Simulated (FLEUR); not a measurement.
# Anisotropy of Fe (c factor at fixed volume 1.15 on the database's cell) with FLEUR

Aim: the anisotropy of Fe (c factor at fixed volume 1.15 on the database's cell) from single passes in the potential of one collinear state.

Method: PBE; all-electron FLAPW, Dirac cores, scalar-relativistic bands, in FLEUR MaX-R8.1.

This is not the structure that Fe takes at ambient pressure and room temperature (bcc); it is a model or a phase of other conditions.

The database entry behind the starting cell differs from later determinations by our own check (an axis about 0.7 % long against later determinations), so it need not match the best structure at ambient conditions.

**1. The structure**

It takes space group I4/mmm (No. 139, tetragonal). The conventional cell has a = 2.691 Å, b = 2.691 Å, c = 3.319 Å, α = 90.00°, β = 90.00°, γ = 90.00°. Nearest to Fe lie 12 Fe at 2.52 to 2.69 Å.

The cell is strained on purpose: c factor at fixed volume 1.15 on the database's cell.

**2. Self-consistent state**

The force theorems are single passes in this state's potential, so it has to be converged first.

No symmetry is used, so that later steps may turn the spins freely; k and −k are joined. inpgen writes inp.xml from crystal.txt; cutoffs, mixing, functional, smearing and local orbitals are then set in the file. The k list scf (kpts.xml, not shown) is a Γ-centred 14×14×14 mesh; where the ranks do not divide the number of points, some are split in two of half the weight.

Contents of inp.xml:

```
<?xml version="1.0" encoding="UTF-8" standalone="no"?>
<fleurInput fleurInputVersion="0.39">
   <comment>
      Fe
   </comment>
   <calculationSetup>
      <cutoffs Kmax="3.6" Gmax="10.8" GmaxXC="10.8" numbands="0"/>
      <scfLoop itmax="110" minDistance="0.00002" maxIterBroyd="15" imix="Anderson" alpha="0.05" precondParam="0.0" spinf="2.0" sdNocoIR="T"/>
      <coreElectrons ctail="F" frcor="F" kcrel="0" coretail_lmax="0"/>
      <xcFunctional name="pbe" relativisticCorrections="F"/>
      <magnetism jspins="2" l_noco="F" l_ss="F">
         <qss>0.0 0.0 0.0</qss>
         <mtNocoParams l_mperp="F" l_mtNocoPot="F" l_relaxSQA="F" mag_mixing_scheme="0" mix_RelaxWeightOffD="1.0" l_constrained="F" mix_constr="1.0"/>
         <sourceFreeMag l_sourceFree="F" l_scaleMag="F" mag_scale="1.0"/>
      </magnetism>
      <soc l_soc="F" theta="0.0" phi="0.0" spav="F"/>
      <expertModes spex="0" secvar="F"/>
      <geometryOptimization l_f="F" forcealpha="1.0" forcemix="BFGS" epsdisp="0.00001" epsforce="0.00001"/>
      <ldaU l_linMix="F" mixParam="0.05" spinf="1.0"/>
   </calculationSetup>
   <cell>
      <bzIntegration valenceElectrons="16.0" mode="hist" fermiSmearingEnergy="0.00183747">
         <kPointListSelection listName="scf"/>
         <xi:include xmlns:xi="http://www.w3.org/2001/XInclude" href="kpts.xml"> </xi:include>
      </bzIntegration>
      <xi:include xmlns:xi="http://www.w3.org/2001/XInclude" href="sym.xml"> </xi:include>
      <bulkLattice scale="1.0">
         <bravaisMatrix>
            <row-1>   -2.5428238636457530     2.5428238636457530     3.1359060174674700</row-1>
            <row-2>    2.5428238636457530    -2.5428238636457530     3.1359060174674700</row-2>
            <row-3>    2.5428238636457530     2.5428238636457530    -3.1359060174674700</row-3>
         </bravaisMatrix>
      </bulkLattice>
   </cell>
   <atomSpecies>
      <species name="Iron (Fe) 2.800" element="Fe" atomicNumber="26">
         <mtSphere radius="2.33" gridPoints="771" logIncrement="0.016"/>
         <atomicCutoffs lmax="8" lnonsphr="6"/>
         <electronConfig flipSpins="F">
            <coreConfig>(1s1/2) (2s1/2) (2p1/2) (2p3/2)</coreConfig>
            <valenceConfig>(3s1/2) (3p1/2) (3p3/2) (4s1/2) (3d3/2) (3d5/2)</valenceConfig>
            <stateOccupation state="(3d3/2)" spinUp="1.4" spinDown="1.0"/>
            <stateOccupation state="(3d5/2)" spinUp="3.0" spinDown="0.6"/>
         </electronConfig>
         <energyParameters s="4" p="4" d="3" f="4"/>
         <lo type="SCLO" l="0" n="3" eDeriv="0"/>
         <lo type="SCLO" l="1" n="3" eDeriv="0"/>
      </species>
   </atomSpecies>
   <atomGroups>
      <atomGroup species="Iron (Fe) 2.800">
         <relPos label="                   1">.0000000000 .0000000000 .0000000000</relPos>
         <force calculate="T" relaxXYZ="TTT"/>
         <nocoParams  alpha="0.0" beta="0.0"/>
      </atomGroup>
   </atomGroups>
   <output dos="F" band="F" slice="F">
      <bandDOS minEnergy="-.5*Htr" maxEnergy="0.5*Htr" sigma="0.015" storeEVData="T"/>
      <plotting iplot="0" polar="F">
         <plot TwoD="T" vec1="  1.0  0.0  0.0" vec2="  0.0  1.0  0.0" vec3="  0.0  0.0  1.0" zero="  0.0  0.0  0.0" file="plot"/>
      </plotting>
      <moessbauerParams electricFieldGradient="F" isomerShift="F" coreHyperfine="F" valenceHyperfine="F"/>
   </output>
</fleurInput>
```

Contents of crystal.txt:

```
Fe
&input film=F cartesian=F /
-1.34560444000  1.34560444000  1.65945000000
1.34560444000  -1.34560444000  1.65945000000
1.34560444000  1.34560444000  -1.65945000000
1.8897261246
1.0 1.0 1.0

1
26 0.00000000000  0.00000000000  0.00000000000 : 2.800

&kpt div1=14 div2=14 div3=14 gamma=T /
```

Launch:

```console
$ OMP_NUM_THREADS=1 inpgen -f crystal.txt -nosym -noco > inpgen.log  # inp.xml is then edited as shown
$ OMP_NUM_THREADS=1 mpirun -n 4 fleur_MPI > fleur.log
```

Output:

```text
Welcome to FLEUR        (www.flapw.de)
      MaX-Release 8.1          (www.max-centre.eu)

 ========== k-point set info ==========
 Selected k-point list: scf
 k-point list type: mesh
 0 x 0 x 0
 Number of k points: 1376

 ------------Calculation Setup---------------------------
 Number of MPI-tasks      :            4
 Number of PE/node        :            4
 Number of OMP-threads    :            1
 k-points in parallel     :            4
 pe's per k-point         :            1
 No of k-point loops      :          344
 Eigenvalue solver        :       lapack
 Number of basis functions:           76
 Approximate size of matrices (H+S) per k-point:         0.000 GB
 --------------------------------------------------------
 Complex matrix made real
 Complex matrix made real
 Iteration:     1   Distance:      10.92000927 me/bohr^3
 Iteration:     2   Distance:       9.14578190 me/bohr^3
 Iteration:     3   Distance:       6.03106020 me/bohr^3
 Iteration:     4   Distance:       2.88759535 me/bohr^3
 Iteration:     5   Distance:       1.05472287 me/bohr^3
 Iteration:     6   Distance:       1.10079268 me/bohr^3
 Iteration:     7   Distance:       0.43546891 me/bohr^3
 Iteration:     8   Distance:       0.32962729 me/bohr^3
 Iteration:     9   Distance:       0.26599679 me/bohr^3
 Iteration:    10   Distance:       0.12705797 me/bohr^3
 Iteration:    11   Distance:       0.10797392 me/bohr^3
 Iteration:    12   Distance:       0.01455668 me/bohr^3
 Iteration:    13   Distance:       0.00829696 me/bohr^3
 Iteration:    14   Distance:       0.00564087 me/bohr^3
 Iteration:    15   Distance:       0.00499776 me/bohr^3
 Iteration:    16   Distance:       0.00498090 me/bohr^3
 Iteration:    17   Distance:       0.00477303 me/bohr^3
 Iteration:    18   Distance:       0.00125771 me/bohr^3
 Iteration:    19   Distance:       0.00014147 me/bohr^3
 Iteration:    20   Distance:       0.00010580 me/bohr^3
 Iteration:    21   Distance:       0.00003039 me/bohr^3
 Iteration:    22   Distance:       0.00000492 me/bohr^3

 ********************************************************************
 Run finished successfully
 Stop message:
   all done
 ********************************************************************

--- out.xml (last complete iteration) ---
<iteration numberForCurrentRun="   22" overallNumber="   22">
         <energyParameters units="Htr">
            <atomicEP atomType="1" spin="1" branch="4s" branchLowest="-2.90" branchHighest="1.78" value="0.1999775607"/>
            <atomicEP atomType="1" spin="1" branch="4p" branchLowest="-1.64" branchHighest="2.34" value="0.3336840879"/>
            <atomicEP atomType="1" spin="1" branch="3d" branchLowest="-9.99" branchHighest="0.38" value="0.2559954790"/>
            <atomicEP atomType="1" spin="1" branch="4f" branchLowest="-9.99" branchHighest="3.42" value="0.6475783854"/>
            <loAtomicEP atomType="1" spin="1" branch="3s" branchLowest="-29.54" branchHighest="-2.90" value="-2.9029484724"/>
            <loAtomicEP atomType="1" spin="1" branch="3p" branchLowest="-25.07" branchHighest="-1.64" value="-1.6554115151"/>
            <atomicEP atomType="1" spin="2" branch="4s" branchLowest="-2.79" branchHighest="1.85" value="0.1939307996"/>
            <atomicEP atomType="1" spin="2" branch="4p" branchLowest="-1.53" branchHighest="2.41" value="0.3205891260"/>
            <atomicEP atomType="1" spin="2" branch="3d" branchLowest="-9.99" branchHighest="0.48" value="0.3289861489"/>
            <atomicEP atomType="1" spin="2" branch="4f" branchLowest="-9.99" branchHighest="3.49" value="0.6291854277"/>
            <loAtomicEP atomType="1" spin="2" branch="3s" branchLowest="-29.49" branchHighest="-2.79" value="-2.7963210709"/>
            <loAtomicEP atomType="1" spin="2" branch="3p" branchLowest="-25.04" branchHighest="-1.53" value="-1.5514715066"/>
         </energyParameters>
         <bandgap value="-0.0000000012" units="eV"/>
         <sumValenceSingleParticleEnergies value="-13.2819940076" units="Htr"/>
         <FermiEnergy value="0.3337548493" units="Htr"/>
         <valenceDensity>
            <mtCharges spin="1">
               <mtCharge atomType="1" total="8.7181856" s="1.1994786" p="3.1766766" d="4.3223616" f="0.0148325"/>
            </mtCharges>
            <mtCharges spin="2">
               <mtCharge atomType="1" total="6.2328073" s="1.2086702" p="3.2165149" d="1.7941455" f="0.0108318"/>
            </mtCharges>
            <spinDependentCharge spin="1" total="9.2155888" interstitial="0.4974032" mtSpheres="8.7181856"/>
            <spinDependentCharge spin="2" total="6.7844112" interstitial="0.5516039" mtSpheres="6.2328073"/>
            <totalCharge value="16.0000000000"/>
         </valenceDensity>
         <coreStates atomType="     1" atomicNumber=" 26" spin="1" kinEnergy="    574.6238887373" eigValSum="   -361.3231800034" lostElectrons=" 0.000000">
            <state n="1" l="0" j="0.5" energy="-256.5506523450" weight="1.0000000000"/>
            <state n="2" l="0" j="0.5" energy="-29.5386122682" weight="1.0000000000"/>
            <state n="2" l="1" j="0.5" energy="-25.3834225021" weight="1.0000000000"/>
            <state n="2" l="1" j="1.5" energy="-24.9252464441" weight="2.0000000000"/>
         </coreStates>
         <coreStates atomType="     1" atomicNumber=" 26" spin="2" kinEnergy="    575.1091884847" eigValSum="   -361.1695550076" lostElectrons=" 0.000000">
            <state n="1" l="0" j="0.5" energy="-256.5511346541" weight="1.0000000000"/>
            <state n="2" l="0" j="0.5" energy="-29.4914074088" weight="1.0000000000"/>
            <state n="2" l="1" j="0.5" energy="-25.3484819879" weight="1.0000000000"/>
            <state n="2" l="1" j="1.5" energy="-24.8892654784" weight="2.0000000000"/>
         </coreStates>
         <allElectronCharges>
            <spinDependentCharge spin="1" total="14.2155888" interstitial="0.4974032" mtSpheres="13.7181856"/>
            <spinDependentCharge spin="2" total="11.7844112" interstitial="0.5516039" mtSpheres="11.2328073"/>
            <totalCharge value="26.0000000000"/>
         </allElectronCharges>
         <magneticMomentsInMTSpheres units="muBohr">
            <globalMagMoment atomType="1" vec="0.00000   0.00000   2.48538"/>
            <localMagMoment atomType="1" vec="0.00000   0.00000   2.48538"/>
         </magneticMomentsInMTSpheres>
         <moessbauerParams unitsHFF="kG" unitsIS="e/bohr^3" unitsEFG="Htr/bohr^2">
         </moessbauerParams>
         <totalEnergy value="    -1272.8001216285" units="Htr">
            <sumOfEigenvalues value="     -735.7747290186">
               <coreElectrons value="-722.4927350110"/>
               <valenceElectrons value="-13.2819940076"/>
            </sumOfEigenvalues>
            <densityCoulombPotentialIntegral value="-1953.3819186226"/>
            <densityEffectivePotentialIntegral value="-2026.0016659551"/>
            <chargeDenXCDenIntegral value="-55.9461499161"/>
            <FockExchangeEnergyValence value="0.0000000000"/>
            <FockExchangeEnergyCore value="0.0000000000"/>
            <atomTypeDependentContributions atomType="1">
               <electronNucleiInteractionDifferentMTs value="1520.3619069353"/>
               <MadelungTerm value="-10.0280424022"/>
            </atomTypeDependentContributions>
            <tkbTimesEntropy value="0.0003276724"/>
            <freeEnergy value="-1272.8004493009"/>
            <extrapolationTo0K value="-1272.8002854647"/>
         </totalEnergy>
         <densityConvergence units="me/bohr^3">
            <chargeDensity spin="1" distance="0.0000030487"/>
            <chargeDensity spin="2" distance="0.0000027728"/>
            <overallChargeDensity distance="0.0000031286"/>
            <spinDensity distance="0.0000049170"/>
         </densityConvergence>
      </iteration>
```

Wall time 77 s (4 MPI ranks of Arm Neoverse V2, shared host); peak memory 0.33 GiB; 5.1 min of CPU time.

This step gave:

| Property | Result |
| --- | --- |
| free energy | -34634.6646 eV |
| magnetization | 2.431 μB |
| final state | ferromagnetic |
| largest moment | 2.485 μB |

After 22 cycles the largest moment stands at 2.49 μB.

**3. Anisotropy by the force theorem, rung 1**

Anisotropy is a small difference, so it is taken from sums over occupied states at a frozen potential, where most errors cancel.

One pass with spin–orbit coupling for each direction, from the saved density. Inversion lets half of the mesh serve, which the program's warning doesn't know. The k list mae (kpts.xml, not shown) is a Γ-centred 20×20×20 mesh.

Edit inp.xml of step 2 so:

```diff
@@ -6,4 +6,4 @@
    <calculationSetup>
-      <cutoffs Kmax="3.6" Gmax="10.8" GmaxXC="10.8" numbands="0"/>
-      <scfLoop itmax="110" minDistance="0.00002" maxIterBroyd="15" imix="Anderson" alpha="0.05" precondParam="0.0" spinf="2.0" sdNocoIR="T"/>
+      <cutoffs Kmax="3.6" Gmax="10.8" GmaxXC="10.8" numbands="36"/>
+      <scfLoop itmax="1" minDistance="0.00002" maxIterBroyd="15" imix="Anderson" alpha="0.05" precondParam="0.0" spinf="2.0" sdNocoIR="T"/>
       <coreElectrons ctail="F" frcor="F" kcrel="0" coretail_lmax="0"/>
@@ -15,3 +15,3 @@
       </magnetism>
-      <soc l_soc="F" theta="0.0" phi="0.0" spav="F"/>
+      <soc l_soc="T" theta="0.0" phi="0.0" spav="F"/>
       <expertModes spex="0" secvar="F"/>
@@ -22,3 +22,3 @@
       <bzIntegration valenceElectrons="16.0" mode="hist" fermiSmearingEnergy="0.00183747">
-         <kPointListSelection listName="scf"/>
+         <kPointListSelection listName="mae"/>
          <xi:include xmlns:xi="http://www.w3.org/2001/XInclude" href="kpts.xml"> </xi:include>
@@ -63,2 +63,5 @@
    </output>
+   <forceTheorem>
+      <MAE theta="0.0 1.5707963 1.5707963 0.7853982" phi="0.0 0.0 0.7853982 0.0"/>
+   </forceTheorem>
 </fleurInput>
```

Launch:

```console
$ OMP_NUM_THREADS=1 mpirun -n 4 fleur_MPI -warn_only > fleur.log
```

Output:

```text
[banner, memory and clock lines left out]
Welcome to FLEUR        (www.flapw.de)
      MaX-Release 8.1          (www.max-centre.eu)
************FLEUR-Warning*****************
Error message: k-point set is not compatible to missing time-reversal symmetry in calculation.
Error occurred in subroutine: gen_bz
Error from PE:0/4
Other PEs with error messages:
     1-k-point set is not compatible to missing time-reversal symmetry in calculation.
*****************************************
************FLEUR-Warning*****************
Error message: k-point set is not compatible to missing time-reversal symmetry in calculation.
Error occurred in subroutine: gen_bz
Error from PE:1/4
*****************************************

 ========== k-point set info ==========
 Selected k-point list: mae
 k-point list type: mesh
 0 x 0 x 0
 Number of k points: 4004

 [... set-up left out ...]
 ********************************************************************
 Run finished successfully
 Stop message:
   Forcetheorem MAE
 ********************************************************************

--- out.xml (force theorem) ---
<Forcetheorem_MAE Angles="4" units="Htr">
            <Angle theta="0.0000000" phi="0.0000000" ev-sum="-13.282556954"/>
            <Angle theta="1.5707963" phi="0.0000000" ev-sum="-13.282558769"/>
            <Angle theta="1.5707963" phi="0.7853982" ev-sum="-13.282558757"/>
            <Angle theta="0.7853982" phi="0.0000000" ev-sum="-13.282557869"/>
         </Forcetheorem_MAE>
```

The job ended after 48 s (4 MPI ranks; peak memory 0.96 GiB).

Anisotropy energies, by row:

```csv
axis,x,y,z,band energy less the first axis' (meV a cell)
[001],0,0,1,0
[100],1,0,0,-0.04939
[110],0.7071,0.7071,0,-0.04906
45 degrees from [001] toward [100],0.7071,0,0.7071,-0.0249
```

Indices are those of the standard conventional cell; x, y, z give the same directions in the axes of the input.

**4. Energy against the direction of the moments, rung 2**

A second rung shows how far the first can be trusted.

The k list mae (kpts.xml, not shown) is a Γ-centred 29×29×29 mesh.

inp.xml is that of step 3.

Output:

```text
[banner, memory and clock lines left out]
Welcome to FLEUR        (www.flapw.de)
      MaX-Release 8.1          (www.max-centre.eu)
************FLEUR-Warning*****************
Error message: k-point set is not compatible to missing time-reversal symmetry in calculation.
Error occurred in subroutine: gen_bz
Error from PE:0/4
*****************************************

 ========== k-point set info ==========
 Selected k-point list: mae
 k-point list type: mesh
 0 x 0 x 0
 Number of k points: 12196

 [... set-up left out ...]
 ********************************************************************
 Run finished successfully
 Stop message:
   Forcetheorem MAE
 ********************************************************************

--- out.xml (force theorem) ---
<Forcetheorem_MAE Angles="4" units="Htr">
            <Angle theta="0.0000000" phi="0.0000000" ev-sum="-13.282522819"/>
            <Angle theta="1.5707963" phi="0.0000000" ev-sum="-13.282525115"/>
            <Angle theta="1.5707963" phi="0.7853982" ev-sum="-13.282525108"/>
            <Angle theta="0.7853982" phi="0.0000000" ev-sum="-13.282523992"/>
         </Forcetheorem_MAE>
```

Wall time 2.4 min (4 MPI ranks); peak memory 2.6 GiB; 9.5 min of CPU time.

Anisotropy energies, by row:

```csv
axis,x,y,z,band energy less the first axis' (meV a cell)
[001],0,0,1,0
[100],1,0,0,-0.06248
[110],0.7071,0.7071,0,-0.06229
45 degrees from [001] toward [100],0.7071,0,0.7071,-0.03192
```

(Part 1 of 2 ends here.)

[Logs and program files are shortened in this print: banners, set-up blocks, solver, clock and traceback lines can be left out without a mark of their own.]

[Logs are printed without paths, hosts, clocks, repeated set-up lines and the standing remarks that a program may print on its own settings, such as how far it seeks lower states.]

[Hosts, paths, dates, database ids (printed as entryN), source tags and the programs' standing remarks are cut or masked in the printed files.]

[Where a cell is said to come from a database of computed structures, the database is the Materials Project.]
